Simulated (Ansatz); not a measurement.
# Sb2Se3: frozen-core PAW against all-electron methods

```yaml
crystal:
  lattice:
    - [4.06945, 0.00000, 0.00000]
    - [-2.03473, 3.52425, 0.00000]
    - [0.00000, 0.00000, 10.53480]
  atoms:
    - { symbol: Sb, position: [0.33333, 0.66667, 0.17995] }
    - { symbol: Sb, position: [0.66667, 0.33333, 0.82005] }
    - { symbol: Se, position: [0.00000, 0.00000, 0.00000] }
    - { symbol: Se, position: [0.33333, 0.66667, 0.67263] }
    - { symbol: Se, position: [0.66667, 0.33333, 0.32737] }
```

Atoms are numbered in the order listed.

The cell was built from the La2O3 type and relaxed in the same program, and has space group P-3m1; it needn't be a known or the stable phase.

Spin–orbit coupling is left out, though it moves levels of the heavy atoms by tenths of an eV or more.

Methods: DFT, PBE, PAW with Ansatz's default frozen-core files, scalar-relativistic (Ansatz 0.2.0); DFT, PBE, all-electron PAW with datasets made for the crystal, scalar-relativistic (Ansatz 0.2.0); DFT, PBE, all-electron LAPW, scalar-relativistic (Ansatz 0.2.0).

For PAW: a Γ-centred 8×8×5 k mesh, Fermi–Dirac smearing of 0.03 eV, cutoff 420 eV, no spin polarisation. The crystal-made all-electron datasets (AE datasets) take a cutoff of 160 eV at this cell. LAPW targets a basis error of 1 meV/atom. The Ansatz runs share mesh, smearing and spin set-up. Plane-wave (PAW) pressures include the program's estimate of the Pulay term.

Stress and pressure are positive in compression.

Spin–orbit coupling is left out, which moves gradients at and beside heavy atoms by some per cent and at worst by a factor of two.

Levels count from the top of the valence band.

```csv
quantity,PAW,AE datasets,LAPW
pressure (GPa),0.00,0.00,0.00
band gap (eV),0.409,0.400,0.406
highest filled level at L (eV),-0.808,-0.815,-0.808
lowest empty level at L (eV),1.093,1.084,1.091
highest filled level at Γ (eV),-0.054,-0.060,-0.053
lowest empty level at Γ (eV),0.409,0.400,0.406
field gradient Vzz at Sb1 (10²¹ V/m²),-1.43,-1.44,–
field gradient Vzz at Se3 (10²¹ V/m²),9.45,9.55,–
field gradient Vzz at Se4 (10²¹ V/m²),-4.02,-4.07,–
```

PAW's pressure differs from the LAPW value by about 0.01 GPa or less.
